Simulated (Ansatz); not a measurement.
# Rh(111) with 4 layers of random Rh-Pt, 2x2: scattering by chemical disorder

Wanted: resistance against the alloy's length, first Rh(111) with 4 layers of random Rh-Pt, 2x2.

Method: Ansatz plane-wave DFT, PBE, PAW files; ballistic transport by layer matching (Landauer), zero bias; PAW set soft_1, in Ansatz 0.2.0.

Most raw output is cut from this account.

**1. Set-up**

The cell holds 40 atoms: 32 Rh and 8 Pt. Cell: a = 5.378 Å, b = 5.378 Å, c = 22.012 Å, α = 93.5°, β = 86.5°, γ = 120.0°. It derives from Rh. Regions: lead, 24 atoms (24 Rh); scattering region, 16 atoms (8 Pt and 8 Rh). The structure is stacked along c, and the current runs across the ab planes.

**2. With 4 alloy layers**

In 4 layers a share of 0.5 of the sites is given to Pt at random. The layers about the cell's end stay perfect and serve as the lead. Disorder leaves little or no symmetry, which makes such runs dear. Energies from -0.05 to 0.05 eV in steps of 0.05 eV are too few for the program's thermal sum, so it prints no conductance; for a metal the transmission near the Fermi level serves, at a fraction of the cost.

input.yaml

```yaml
crystal:
  lattice:
    - [5.3783955991, 0.0, 0.0]
    - [-2.6891977995, 4.6578272204, 0.0]
    - [1.3445988998, -0.7763045367, 21.9572080876]
  atoms:
    - { symbol: Rh, position: [0.9916666667, 0.0083333333, 0.05] }
    - { symbol: Rh, position: [0.9916666667, 0.5083333333, 0.05] }
    - { symbol: Rh, position: [0.4916666667, 0.0083333333, 0.05] }
    - { symbol: Rh, position: [0.4916666667, 0.5083333333, 0.05] }
    - { symbol: Rh, position: [0.1416666667, 0.3583333333, 0.15] }
    - { symbol: Rh, position: [0.1416666667, 0.8583333333, 0.15] }
    - { symbol: Rh, position: [0.6416666667, 0.3583333333, 0.15] }
    - { symbol: Rh, position: [0.6416666667, 0.8583333333, 0.15] }
[... 28 atom lines left out ...]
    - { symbol: Rh, position: [0.8416666667, 0.1583333333, 0.95] }
    - { symbol: Rh, position: [0.8416666667, 0.6583333333, 0.95] }
    - { symbol: Rh, position: [0.3416666667, 0.1583333333, 0.95] }
    - { symbol: Rh, position: [0.3416666667, 0.6583333333, 0.95] }
kpoints:
  mp_grid: { grid: [5, 5, 1] }
hamiltonian:
  xc: pbe
  pseudopotentials: { kind: paw, azcp: { folder: soft_1 } }
scf:
  occupations: { method: fermi_dirac, width: 0.1 }
output:
  transmission:
    leads: [[0, 4]]
    kmesh: [10, 10]
    e_range: [-0.05, 0.05]
    de: 0.05
  write_potential: true
  write_density: true
  volumetric_format: npy
```

On the command line:

```console
ansatz run input.yaml --threads 8 --pin off --max-ram 15360MiB --backend cpu --events-out ev --progress --plain --runs-dir out
```

Elapsed: 4 min, on 8 threads of Arm Neoverse V2, shared host; peak memory 8.3 GiB; 23 min of CPU time.

Numbers from this step:

| Item | Value |
| --- | --- |
| free energy | -305091.7602 eV |
| energy at zero smearing | -305090.8516 eV |
| Fermi energy | 23.23 eV |
| cell area | 25.05 Å² |
| transmission per spin nearest the Fermi level | 5.768 |
| open channels per spin nearest the Fermi level | 7.2 |
| step of the lead's potential | 8.1 meV |

Per spin. The transmission, zone mean by energy, zero at the Fermi level:

```csv
energy (eV),"transmission, zone mean"
-0.0500,5.45
0.0000,5.77
0.0500,5.75
```

Per spin. The open channels, zone mean, lead by energy, zero at the Fermi level:

```csv
energy (eV),"open channels, zone mean, lead"
-0.0500,6.72
0.0000,7.2
0.0500,7.08
```

Transmission over k1 and k2. At 0.0000 eV from the Fermi level.

Values, 10 rows by 10 columns:
```
 5.5  5.6  5.4  6.9  5.4  5.7  5.6  4.8  6.7  5.3
 5.2  5.4  5.4  6.0  6.0  5.4  5.4  5.3  6.8  6.8
 5.1  6.8  6.0  4.5  4.4  4.7  6.1  6.8  5.2  5.1
 5.7  5.6  5.7  5.3  7.6  7.6  5.2  5.8  5.6  5.7
 5.8  5.8  5.6  4.8  7.8 10.5  7.8  4.8  5.6  5.8
 5.7  5.7  5.6  5.8  5.2  7.6  7.6  5.3  5.7  5.6
 5.1  5.1  5.2  6.8  6.1  4.7  4.4  4.5  6.0  6.8
 5.2  6.8  6.8  5.3  5.4  5.4  6.0  6.0  5.4  5.4
 5.5  5.3  6.7  4.8  5.6  5.7  5.4  6.9  5.4  5.6
 5.6  5.5  5.1  5.2  5.6  5.7  5.6  5.2  5.1  5.5
```
Columns: k1 (b1) from -0.5 to 0.4; rows upwards: k2 (b2) from -0.5 to 0.4.

Open channels over k1 and k2. At 0.0000 eV from the Fermi level.

Values, 10 rows by 10 columns:
```
 6.0  6.0  6.0 10.0  6.0  6.0  6.0  6.0 10.0  6.0
 7.0  6.0  7.0  8.0  8.0  7.0  6.0  7.0 10.0 10.0
 7.0 10.0  8.0  6.0  7.0  6.0  8.0 10.0  7.0  6.0
 6.0  6.0  8.0  7.0  9.0  9.0  7.0  8.0  6.0  6.0
 6.0  6.0  7.0  6.0  9.0 12.0  9.0  6.0  7.0  6.0
 6.0  6.0  6.0  8.0  7.0  9.0  9.0  7.0  8.0  6.0
 7.0  6.0  7.0 10.0  8.0  6.0  7.0  6.0  8.0 10.0
 7.0 10.0 10.0  7.0  6.0  7.0  8.0  8.0  7.0  6.0
 6.0  6.0 10.0  6.0  6.0  6.0  6.0 10.0  6.0  6.0
 6.0  6.0  7.0  7.0  6.0  6.0  6.0  7.0  7.0  6.0
```
Columns: k1 (b1) from -0.5 to 0.4; rows upwards: k2 (b2) from -0.5 to 0.4.

Over the solved energies the transmission per spin lies between 5.45 and 5.77, out of 7 channels of the lead on average (up to 7.2).

**3. With 8 alloy layers**

In 8 layers a share of 0.5 of the sites is given to Pt at random. A fresh draw is used; the growth of the resistance with length is what counts.

System of this step: Rh(111) with 8 layers of random Rh-Pt, 2x2. The cell holds 56 atoms: 40 Rh and 16 Pt. Cell: a = 5.378 Å, b = 5.378 Å, c = 30.779 Å, α = 87.5°, β = 92.5°, γ = 120.0°. It derives from Rh. Regions: lead, 24 atoms (24 Rh); scattering region, 32 atoms (16 Rh and 16 Pt). The structure is stacked along c, and the current runs across the ab planes.

input.yaml

```yaml
crystal:
  lattice:
    - [5.3783955991, 0.0, 0.0]
    - [-2.6891977995, 4.6578272204, 0.0]
    - [-1.3445988998, 0.7763045367, 30.7400913226]
  atoms:
    - { symbol: Rh, position: [0.005952381, 0.994047619, 0.0357142857] }
    - { symbol: Rh, position: [0.005952381, 0.494047619, 0.0357142857] }
    - { symbol: Rh, position: [0.505952381, 0.994047619, 0.0357142857] }
    - { symbol: Rh, position: [0.505952381, 0.494047619, 0.0357142857] }
    - { symbol: Rh, position: [0.1845238095, 0.3154761905, 0.1071428571] }
    - { symbol: Rh, position: [0.1845238095, 0.8154761905, 0.1071428571] }
    - { symbol: Rh, position: [0.6845238095, 0.3154761905, 0.1071428571] }
    - { symbol: Rh, position: [0.6845238095, 0.8154761905, 0.1071428571] }
[... 44 atom lines left out ...]
    - { symbol: Rh, position: [0.3273809524, 0.1726190476, 0.9642857143] }
    - { symbol: Rh, position: [0.3273809524, 0.6726190476, 0.9642857143] }
    - { symbol: Rh, position: [0.8273809524, 0.1726190476, 0.9642857143] }
    - { symbol: Rh, position: [0.8273809524, 0.6726190476, 0.9642857143] }
kpoints:
  mp_grid: { grid: [5, 5, 1] }
hamiltonian:
  xc: pbe
  pseudopotentials: { kind: paw, azcp: { folder: soft_1 } }
scf:
  occupations: { method: fermi_dirac, width: 0.1 }
output:
  transmission:
    leads: [[0, 4]]
    kmesh: [10, 10]
    e_range: [-0.05, 0.05]
    de: 0.05
  write_potential: true
  write_density: true
  volumetric_format: npy
```

Elapsed: 7.5 min, on 8 threads; peak memory 8.2 GiB; 46 min of CPU time.

This step gave:

- free energy: -456511.9817 eV
- energy at zero smearing: -456510.6540 eV
- Fermi energy: 23.58 eV
- transmission per spin nearest the Fermi level: 5.095
- step of the lead's potential: 7.2 meV

Per spin. Table of transmission, zone mean by energy, zero at the Fermi level:

```csv
energy (eV),"transmission, zone mean"
-0.0500,4.96
0.0000,5.10
0.0500,5.04
```

Over the solved energies the transmission per spin lies between 4.96 and 5.10, out of 7 channels of the lead on average (up to 7.2).

**4. With 12 alloy layers**

In 12 layers a share of 0.5 of the sites is given to Pt at random. A fresh draw is used; the growth of the resistance with length is what counts.

System of this step: Rh(111) with 12 layers of random Rh-Pt, 2x2. The cell holds 72 atoms: 48 Rh and 24 Pt. Its edges and angles: a = 5.378 Å, b = 5.378 Å, c = 39.523 Å, α = 90.0°, β = 90.0°, γ = 120.0°. It derives from Rh. Regions: lead, 24 atoms (24 Rh); scattering region, 48 atoms (24 Pt and 24 Rh). The structure is stacked along c, and the current runs across the ab planes.

input.yaml

```yaml
crystal:
  lattice:
    - [5.3783955991, 0.0, 0.0]
    - [-2.6891977995, 4.6578272204, 0.0]
    - [0.0, 0.0, 39.5229745576]
  atoms:
    - { symbol: Rh, position: [0.0, 0.0, 0.0277777778] }
    - { symbol: Rh, position: [0.0, 0.5, 0.0277777778] }
    - { symbol: Rh, position: [0.5, 0.0, 0.0277777778] }
    - { symbol: Rh, position: [0.5, 0.5, 0.0277777778] }
    - { symbol: Rh, position: [0.1666666667, 0.3333333333, 0.0833333333] }
    - { symbol: Rh, position: [0.1666666667, 0.8333333333, 0.0833333333] }
    - { symbol: Rh, position: [0.6666666667, 0.3333333333, 0.0833333333] }
    - { symbol: Rh, position: [0.6666666667, 0.8333333333, 0.0833333333] }
[... 60 atom lines left out ...]
    - { symbol: Rh, position: [0.3333333333, 0.1666666667, 0.9722222222] }
    - { symbol: Rh, position: [0.3333333333, 0.6666666667, 0.9722222222] }
    - { symbol: Rh, position: [0.8333333333, 0.1666666667, 0.9722222222] }
    - { symbol: Rh, position: [0.8333333333, 0.6666666667, 0.9722222222] }
kpoints:
  mp_grid: { grid: [5, 5, 1] }
hamiltonian:
  xc: pbe
  pseudopotentials: { kind: paw, azcp: { folder: soft_1 } }
scf:
  occupations: { method: fermi_dirac, width: 0.1 }
output:
  transmission:
    leads: [[0, 4]]
    kmesh: [10, 10]
    e_range: [-0.05, 0.05]
    de: 0.05
  write_potential: true
  write_density: true
  volumetric_format: npy
```

It took 13 min on 8 threads; peak memory 7.6 GiB.

Numbers from this step:

| Quantity | Value |
| --- | --- |
| free energy | -607932.2949 eV |
| energy at zero smearing | -607930.5692 eV |
| Fermi energy | 23.77 eV |
| transmission per spin nearest the Fermi level | 4.363 |
| step of the lead's potential | 8.5 meV |

Per spin. Table of transmission, zone mean by energy, zero at the Fermi level:

```csv
energy (eV),"transmission, zone mean"
-0.0500,4.20
0.0000,4.36
0.0500,4.39
```

Over the solved energies the transmission per spin lies between 4.20 and 4.39, out of 7 channels of the lead on average (up to 7.2).

**5. The fit**

This step: Ansatz plane-wave DFT, PBE, PAW files; ballistic transport by layer matching (Landauer), zero bias; residual resistivity from the slope of the area resistance, atoms on the host's lattice; PAW set soft_1 (Ansatz 0.2.0).

Numbers from this step:

```
resistivity           : 10.07 µΩ cm
intercept             : 0.01557 fΩ m²
scatter about the fit : 0.008294 fΩ m²
```

Resistance, by row:

```csv
run,length (Å),T,channels N,RA (fΩ m²)
n4,8.783,5.655,7,0.1098
n8,17.57,5.032,7,0.1806
n12,26.35,4.319,7,0.2866
```

The area resistance by length of the alloy:

```csv
length of the alloy (Å),area resistance (fΩ m²)
8.78,0.110
17.57,0.181
26.35,0.287
```

The area resistance goes from 0.11 to 0.29 fΩ m² between 8.8 and 26.3 Å, a slope of 10 µΩ cm.

By hand from the end points: (0.2866 − 0.1098) fΩ m² / (26.35 − 8.78) Å = 10 µΩ cm, since 1 fΩ m² per Å is 1000 µΩ cm.

**6. What came out**

| Item | Value |
| --- | --- |
| resistivity from the slope | 10.1 µΩ cm |
| area resistance over 8.78 Å | 0.110 fΩ m² |
| area resistance over 17.6 Å | 0.181 fΩ m² |
| area resistance over 26.3 Å | 0.287 fΩ m² |

The slope gives 10 µΩ cm. The points scatter by 0.0083 fΩ m² about the line, with one random draw a length in a 2x2 cell, so the slope is a rough value. Read with a model of isotropic scattering on a spherical Fermi surface and the lead's 2.2×10¹⁵ S/m², this slope means a mean free path near 36 Å (a rough figure, since the alloy's own channel count differs); over these lengths the model's slope is 1.06 times its bulk resistivity, which would be 9.5 µΩ cm. The atoms sit on the host's lattice, so scattering by size misfit is left out. Spin-orbit coupling is left out, which matters for Pt.

[Logs are printed without paths, hosts, clocks, repeated set-up lines and the standing remarks that a program may print on its own settings, such as how far it seeks lower states.]

[Hosts, paths, dates, database ids (printed as entryN), source tags and the programs' standing remarks are cut or masked in the printed files.]
